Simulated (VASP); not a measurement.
# BN in VASP: settings compared

One slab, BN, is run at these levels: PBE0, LDA, PBE+D3(BJ); tasks: band structure, phonons.

All numbers are computed with VASP 6.6.1; they aren't measurements. Logs are shortened: lines on timing, memory, paths and dates and some standing lists are left out, and cuts for length are marked.

**1. The structure**

The cell holds a slab with vacuum, 4 atoms: a = 2.508 Å, b = 2.508 Å, c = 21.318 Å, α = 90.00°, β = 90.00°, γ = 120.00°.

**2. Band structure, PBE0**

File POSCAR:

```
BN                                      
1.0
    2.5076172256      0.0000000000      0.0000000000
   -1.2538086128      2.1716602156      0.0000000000
    0.0000000000      0.0000000000     21.3178500000
  B               N             
     2     2
Direct
     0.6666666699999979    0.3333333300000021    0.4214579404919483
     0.3333333300000021    0.6666666699999979    0.5785420595080516
     0.3333333300000021    0.6666666699999979    0.4213960070046322
     0.6666666699999979    0.3333333300000021    0.5786039929953679
```

File INCAR.step1:

```
SYSTEM = BN
PREC     = Accurate       ! precision mode
ENCUT    = 520            ! plane-wave cutoff, eV
EDIFF    = 1E-5           ! SCF threshold, eV
ISMEAR   = 0              ! smearing method
SIGMA    = 0.03           ! smearing width, eV
LREAL    = .False.        ! projectors in reciprocal space
LASPH    = .True.         ! aspherical terms in the spheres
NELM     = 80             ! most SCF steps
ALGO     = Normal         ! electronic algorithm
ISIF     = 2              ! what is computed and relaxed
LWAVE    = .True.         ! write WAVECAR
LCHARG   = .False.        ! write CHGCAR
LDIPOL   = .True.       
IDIPOL   = 3            
DIPOL    = 0.5 0.5 0.500
NBANDS   = 16             ! bands
LVHAR    = .True.       
LVACPOTAV= .True.       
KPAR     = 4            
GGA      = PE             ! functional
```

File INCAR.step2:

```
SYSTEM = BN
PREC     = Accurate       ! precision mode
ENCUT    = 520            ! plane-wave cutoff, eV
EDIFF    = 1E-7           ! SCF threshold, eV
ISMEAR   = 0              ! smearing method
SIGMA    = 0.03           ! smearing width, eV
LREAL    = .False.        ! projectors in reciprocal space
LASPH    = .True.         ! aspherical terms in the spheres
NELM     = 80             ! most SCF steps
ALGO     = Normal         ! electronic algorithm
ISIF     = 2              ! what is computed and relaxed
LWAVE    = .False.        ! write WAVECAR
LCHARG   = .False.        ! write CHGCAR
LDIPOL   = .True.       
IDIPOL   = 3            
DIPOL    = 0.5 0.5 0.500
GGA      = PE             ! functional
LHFCALC  = .True.         ! exact exchange
AEXX     = 0.25           ! exact-exchange fraction
PRECFOCK = Fast         
HFRCUT   = -1           
NBANDS   = 16             ! bands
LVHAR    = .True.       
LVACPOTAV= .True.       
KPAR     = 4            
ISTART   = 1
```

File KPOINTS:

```
Automatic mesh
0
Gamma
  9 9 1
  0 0 0
```

File KPOINTS_OPT:

```
explicit points
3
Reciprocal
 0.0000000000  0.0000000000  0.0000000000 1
 0.5000000000  0.0000000000  0.0000000000 1
 0.3333333300  0.3333333300  0.0000000000 1
```

Potentials or basis: VASP PAW PBE potentials, release 64 (B, N).

Command:

```console
> cat potpaw_PBE.64/B/POTCAR potpaw_PBE.64/N/POTCAR > POTCAR
> cp INCAR.step1 INCAR
> mpirun -np 4 vasp_std > vasp.out
> cp INCAR.step2 INCAR
> mpirun -np 4 vasp_std > vasp.out
```

OUTCAR:

```text
SYSTEM = BN
   PREC = Accurate
   ENCUT = 520
   EDIFF = 1E-7
   ISMEAR = 0
   LREAL = .False.
   LASPH = .True.
   NELM = 80
   ISIF = 2
   GGA = PE
   LHFCALC = .True.
   AEXX = 0.25
   PRECFOCK = Fast
   ISTART = 1

 ion  position               nearest neighbor table
   1  0.667  0.333  0.421-   3 1.45   3 1.45   3 1.45
   2  0.333  0.667  0.579-   4 1.45   4 1.45   4 1.45
   3  0.333  0.667  0.421-   1 1.45   1 1.45   1 1.45
   4  0.667  0.333  0.579-   2 1.45   2 1.45   2 1.45

  LATTYP: Found a hexagonal cell.
 ALAT       =     2.5076172256
 C/A-ratio  =     8.5012376619

  Lattice vectors:

 A1 = (   2.5076172256,   0.0000000000,   0.0000000000)
 A2 = (  -1.2538086128,   2.1716602156,   0.0000000000)
 A3 = (   0.0000000000,   0.0000000000,  21.3178500000)

Analysis of symmetry for initial positions (statically):
=====================================================================
 Subroutine PRICEL returns:
 Original cell was already a primitive cell.

 Routine SETGRP: Setting up the symmetry group for a
 hexagonal supercell.

 Subroutine GETGRP returns: Found 12 space group operations
 (whereof 12 operations were pure point group operations)
 out of a pool of 24 trial point group operations.

The static configuration has the point symmetry D_3d.

Analysis of symmetry for dynamics (positions and initial velocities):
=====================================================================
 Subroutine PRICEL returns:
 Original cell was already a primitive cell.

 Routine SETGRP: Setting up the symmetry group for a
 hexagonal supercell.

 Subroutine GETGRP returns: Found 12 space group operations
 (whereof 12 operations were pure point group operations)
 out of a pool of 24 trial point group operations.

The dynamic configuration has the point symmetry D_3d.

 Subroutine INISYM returns: Found 12 space group operations
 (whereof 12 operations are pure point group operations),
 and found     1 'primitive' translations

----------------------------------------------------------------------------------------

                                     Primitive cell

  volume of cell :     116.0905

  direct lattice vectors                    reciprocal lattice vectors
     2.507617226  0.000000000  0.000000000     0.398784946  0.230238596  0.000000000
    -1.253808613  2.171660216  0.000000000     0.000000000  0.460477193  0.000000000
     0.000000000  0.000000000 21.317850000     0.000000000  0.000000000  0.046909046

  length of vectors
     2.507617226  2.507617221 21.317850000     0.460477192  0.460477193  0.046909046

  position of ions in fractional coordinates (direct lattice)
     0.666666670  0.333333330  0.421457940
     0.333333330  0.666666670  0.578542060
     0.333333330  0.666666670  0.421396007
     0.666666670  0.333333330  0.578603993

  ion indices of the primitive-cell ions
   primitive index   ion index
                 1           1
                 2           2
                 3           3
                 4           4

----------------------------------------------------------------------------------------

 KPOINTS: Automatic mesh

Automatic generation of k-mesh.
 Grid dimensions read from file:
 generate k-points for:    9    9    1

 Generating k-lattice:

  Cartesian coordinates                     Fractional coordinates (reciprocal lattice)
     0.044309438  0.025582066  0.000000000     0.111111111  0.000000000  0.000000000
     0.000000000  0.051164133  0.000000000     0.000000000  0.111111111  0.000000000
     0.000000000  0.000000000  0.046909046     0.000000000  0.000000000  1.000000000

  Length of vectors
     0.051164132  0.051164133  0.046909046

  Shift w.r.t. Gamma in fractional coordinates (k-lattice)
     0.000000000  0.000000000  0.000000000

 Subroutine IBZKPT returns following result:
 ===========================================

 Found     12 irreducible k-points:

 Following reciprocal coordinates:
            Coordinates               Weight
  0.000000  0.000000  0.000000      1.000000
  0.111111  0.000000  0.000000      6.000000
  0.222222  0.000000  0.000000      6.000000
  0.333333 -0.000000  0.000000      6.000000
  0.444444  0.000000  0.000000      6.000000
  0.111111  0.111111  0.000000      6.000000
  0.222222  0.111111  0.000000     12.000000
  0.333333  0.111111  0.000000     12.000000
  0.444444  0.111111  0.000000      6.000000
  0.222222  0.222222  0.000000      6.000000
  0.333333  0.222222  0.000000     12.000000
  0.333333  0.333333  0.000000      2.000000
   k-points           NKPTS =     12   k-points in BZ     NKDIM =     81   number of bands    NBANDS=     16
   number of dos      NEDOS =    301   number of ions     NIONS =      4
   total plane-waves  NPLWV =  64000
   dimension x,y,z NGX =    20 NGY =   20 NGZ =  160
   dimension x,y,z NGXF=    40 NGYF=   40 NGZF=  320
   ions per type =               2   2
   NGX,Y,Z   is equivalent  to a cutoff of  13.26, 13.26, 12.48 a.u.
   NGXF,Y,Z  is equivalent  to a cutoff of  26.52, 26.52, 24.96 a.u.
 SYSTEM =  BN
   PREC   = accura    normal or accurate (medium, high low for compatibility)
   ISTART =      1    job   : 0-new  1-cont  2-samecut
   ICHARG =      0    charge: 1-file 2-atom 10-const
   ISPIN  =      1    spin polarized calculation?
   LNONCOLLINEAR =      F non collinear calculations
   LSORBIT =      F    spin-orbit coupling
   LASPH  =      T    aspherical Exc in radial PAW
   ENCUT  =  520.0 eV  38.22 Ry    6.18 a.u.   4.66  4.66 39.64*2*pi/ulx,y,z
   NELM   =     80;   NELMIN=  2; NELMDL=  0     # of ELM steps
   EDIFF  = 0.1E-06   stopping-criterion for ELM
   LREAL  =      F    real-space projection
   EDIFFG = 0.1E-05   stopping-criterion for IOM
   NSW    =      0    number of steps for IOM
   IBRION =     -1    ionic relax: 0-MD 1-quasi-New 2-CG
   NFREE  =      0    steps in history (QN), initial steepest desc. (CG)
   ISIF   =      2    stress and relaxation
   ISYM   =      3    0-nonsym 1-usesym 2-fastsym
   POTIM  = 0.5000    time-step for ionic-motion
   TEBEG  =    0.0;   TEEND  =   0.0 temperature during run
   PSTRESS=    0.0 pullay stress
   NELECT =      16.0000    total number of electrons
   NUPDOWN=      -1.0000    fix difference up-down
   EMIN   =  10.00;   EMAX   =-10.00  energy-range for DOS
   EFERMI =   0.00;   METHOD = LEGACY
   ISMEAR =     0;   SIGMA  =   0.03  broadening in eV -4-tet -1-fermi 0-gaus
   EFERMI_NEDOS =   21; number of points for ismear=-14 and -15
   IALGO  =     38    algorithm
   IMIX   =      1    mixing-type and parameters
     AMIX     =   0.40;   BMIX     =  1.00
     AMIX_MAG =   1.60;   BMIX_MAG =  1.00
  volume/ion in A,a.u.               =      29.02       195.85
  Fermi-wavevector in a.u.,A,eV,Ry     =   0.845634  1.598017  9.729493  0.715098
  Thomas-Fermi vector in A             =   1.960854
   LORBIT       =      0    0 simple, 1 ext, 2 COOP (PROOUT), +10 PAW based schemes
   GGA     = PE    functional components
   LHFCALC =     T    Hartree Fock is set to
   PRECFOCK=fast      Normal, Fast or Accurate (Low or Medium for compatibility)
   ENCUT4O =  -1.0   cutoff for four orbital integrals eV
   NKREDX  =     1    reduce k-point grid by
   NKREDY  =     1    reduce k-point grid by
   NKREDZ  =     1    reduce k-point grid by
   AEXX    =    0.2500 exact exchange contribution
   HFSCREEN=    0.0000 screening length (either q_TF or 0.3 A-1)
   HFSCREENC=   0.0000 screening length for correlation (either q_TF or 0.3 A-1)
   ENCUTFOCK=  -1.0 apply spherical cutoff to Coloumb kernel
   IVDW    =     0    specifies the selected vdW correction
   LEPSILON=     F    determine dielectric tensor
   LRPA    =     F    only Hartree local field effects (RPA)
 non-spin polarized calculation
 Gauss-broadening in eV      SIGMA  =   0.03
  energy-cutoff  :      520.00
  volume of cell :      116.09
 maximum number of plane-waves:      3148
 NGX is ok and might be reduce to    20
  NGX = 12; NGY = 12; NGZ =108

 dipolmoment           0.000000      0.000000     -0.000000 electrons x Angstroem

 number of electron      15.9999998 magnetization

 dipolmoment           0.000000      0.000000      0.000000 electrons x Angstroem

 Free energy of the ion-electron system (eV)
  ---------------------------------------------------
  ext. energy  EPLUGINS =         0.00000000
  ---------------------------------------------------
  free energy    TOTEN  =       -42.68676228 eV

  energy without entropy =      -42.68676228  energy(sigma->0) =      -42.68676228

 E-fermi :  -4.3022     XC(G=0):  -2.8674

 val. band max:       -4.5176254660   @ k =   0.3333   0.3333   0.0000
 cond. band min:       1.9284632151   @ k =   0.0000   0.0000   0.0000
 fundamental gap:      6.4460886811
 Fermi energy:        -4.3022305016

 k-point     1 :       0.0000    0.0000    0.0000
  band No.  band energies     occupation
      1     -24.0388      2.00000
      2     -23.8924      2.00000
      3     -10.7834      2.00000
      4      -9.6803      2.00000
      5      -6.0936      2.00000
      6      -6.0936      2.00000
[... 8 lines left out ...]
     15       6.1219      0.00000
     16       8.2317      0.00000

 k-point     2 :       0.1111    0.0000    0.0000
  band No.  band energies     occupation
      1     -23.7803      2.00000
      2     -23.6379      2.00000
      3     -10.4274      2.00000
      4      -9.3416      2.00000
      5      -7.1328      2.00000
      6      -7.1155      2.00000
[... 8 lines left out ...]
     15       6.4973      0.00000
     16       8.4157      0.00000

 k-point     3 :       0.2222    0.0000    0.0000
  band No.  band energies     occupation
      1     -23.0321      2.00000
      2     -22.9026      2.00000
      3      -9.5430      2.00000
      4      -9.5295      2.00000
      5      -9.3375      2.00000
      6      -8.3424      2.00000
[... 8 lines left out ...]
     15       7.3578      0.00000
     16       8.4002      0.00000
[... 134 lines left out ...]
 k-point    11 :       0.3333    0.2222    0.0000
  band No.  band energies     occupation
      1     -20.3883      2.00000
      2     -20.3445      2.00000
      3     -13.5064      2.00000
      4     -13.4668      2.00000
      5     -11.3008      2.00000
      6     -11.2648      2.00000
[... 8 lines left out ...]
     15      10.8227      0.00000
     16      11.0777      0.00000

 k-point    12 :       0.3333    0.3333    0.0000
  band No.  band energies     occupation
      1     -20.0130      2.00000
      2     -20.0130      2.00000
      3     -13.1990      2.00000
      4     -13.1186      2.00000
      5     -12.4906      2.00000
      6     -12.4906      2.00000
[... 8 lines left out ...]
     15      11.9789      0.00000
     16      12.7060      0.00000

------------------------ aborting loop because EDIFF is reached ----------------------------------------

  FORCE on cell =-STRESS in cart. coord.  units (eV):
  Direction    XX          YY          ZZ          XY          YZ          ZX
  --------------------------------------------------------------------------------------
  -------------------------------------------------------------------------------------
  Total       -1.1276216     -1.1276216      0.1908027      0.0000000      0.0000000      0.0000000
  in kB      -15.5624313    -15.5624313      2.6332894      0.0000000      0.0000000      0.0000000
  external PRESSURE =      -9.4971911 kB  Pullay stress =       0.0000000 kB

 VOLUME and BASIS-vectors are now :
 -----------------------------------------------------------------------------
  energy-cutoff  :      520.00
  volume of cell :      116.09
      direct lattice vectors                 reciprocal lattice vectors
     2.507617226  0.000000000  0.000000000     0.398784946  0.230238596  0.000000000
    -1.253808613  2.171660216  0.000000000     0.000000000  0.460477193  0.000000000
     0.000000000  0.000000000 21.317850000     0.000000000  0.000000000  0.046909046

 POSITION                                       TOTAL-FORCE (eV/Angst)
 -----------------------------------------------------------------------------------
      1.25381      0.72389      8.98458         0.000000     -0.000000     -0.035594
     -0.00000      1.44777     12.33327        -0.000000      0.000000      0.035594
     -0.00000      1.44777      8.98326         0.000000      0.000000     -0.031936
      1.25381      0.72389     12.33459        -0.000000     -0.000000      0.031936
 -----------------------------------------------------------------------------------
    total drift:                                0.000000      0.000000      0.000000

  FREE ENERGIE OF THE ION-ELECTRON SYSTEM (eV)
  ---------------------------------------------------
  free  energy   TOTEN  =       -42.6867622775 eV

  energy  without entropy=      -42.6867622775  energy(sigma->0) =      -42.68676228

 vacuum level on the upper side and lower side of the slab         2.521         2.521
```

It took 4.9 min on 4 MPI ranks of Intel Xeon Platinum 8559C (Emerald Rapids), shared host; peak memory 0.28 GiB.

What came out:

| Item | Value |
| --- | --- |
| Free energy | -42.6868 eV |
| Largest force | 0.036 eV/Å |
| Band gap on the k mesh | 6.45 eV, indirect (least direct gap 6.89 eV) |
| Band gap along the path | 6.45 eV, indirect (least direct gap 6.89 eV) |
| Ionisation potential of the upper face | 7.04 eV |

Forces in eV/Å, atoms in the order of the input:
```
B    0.000  0.000 -0.036
B    0.000  0.000  0.036
N    0.000  0.000 -0.032
N    0.000  0.000  0.032
```

Levels at points of the mesh, in eV from the valence-band top:
| k point | band 4 | band 5 | band 6 | band 7 | band 8 | band 9 | band 10 | band 11 | band 12 | band 13 |
| --- | --- | --- | --- | --- | --- | --- | --- | --- | --- | --- |
| (0.00, 0.00, 0.00) | -5.16 | -1.58 | -1.58 | -1.56 | -1.56 | 6.45 | 6.81 | 7.17 | 8.22 | 8.63 |

Caveat: the PAW data sets were made with another functional, which shifts forces and pressure a little.

(Part 1 of 2 ends here.)
